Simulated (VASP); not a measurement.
A run of VASP 6.6.1 is set up as follows.

INCAR

```
SYSTEM = BN
ALGO     = Fast           ! electronic algorithm
EDIFF    = 1E-6           ! SCF threshold, eV
ENCUT    = 520            ! plane-wave cutoff, eV
ISIF     = 2              ! what is computed and relaxed
ISMEAR   = 0              ! smearing method
LASPH    = .True.         ! aspherical terms in the spheres
LCHARG   = .False.        ! write CHGCAR
LREAL    = .False.        ! projectors in reciprocal space
LWAVE    = .False.        ! write WAVECAR
NBANDS   = 11             ! bands
NELM     = 100            ! most SCF steps
PREC     = Accurate       ! precision mode
SIGMA    = 0.05           ! smearing width, eV
```

The input KPOINTS:

```
k-points
0
Gamma
  12 12 12
  0 0 0
```

POSCAR

```
BN
1.0
    0.0000000000      3.4953158300      2.1660912400
    1.2516321000      0.0000000000      2.1660912400
    1.2516321000      3.4953158300      0.0000000000
B N
1 1
Direct
    0.0231317035      0.0231317035      0.9768682965
    0.6666513400      0.6666513400      0.3333486600
```

Potentials or basis: VASP PAW LDA potentials, release 64 (B, N).

Run with:

```sh
$ cat potpaw_LDA.64/B/POTCAR potpaw_LDA.64/N/POTCAR > POTCAR
$ mpirun -np 1 vasp_std > vasp.out
```

Problem. Predict the largest force.

Solution. 3.481 eV/Å.

Problem. What does it give for the pressure?

Solution. -0.6 GPa.

Problem. What does it give for the band gap on the k mesh?

Solution. 4.13 eV, indirect (least direct gap 4.59 eV).

Forces on the atoms (eV/Å):
```
B    0.000  0.000 -3.481
N    0.000  0.000  3.481
```

Caveat: forces of over 1 eV/Å show positions far from the minimum, so gaps and moduli don't describe the material at rest. A k mesh can miss the band edges.
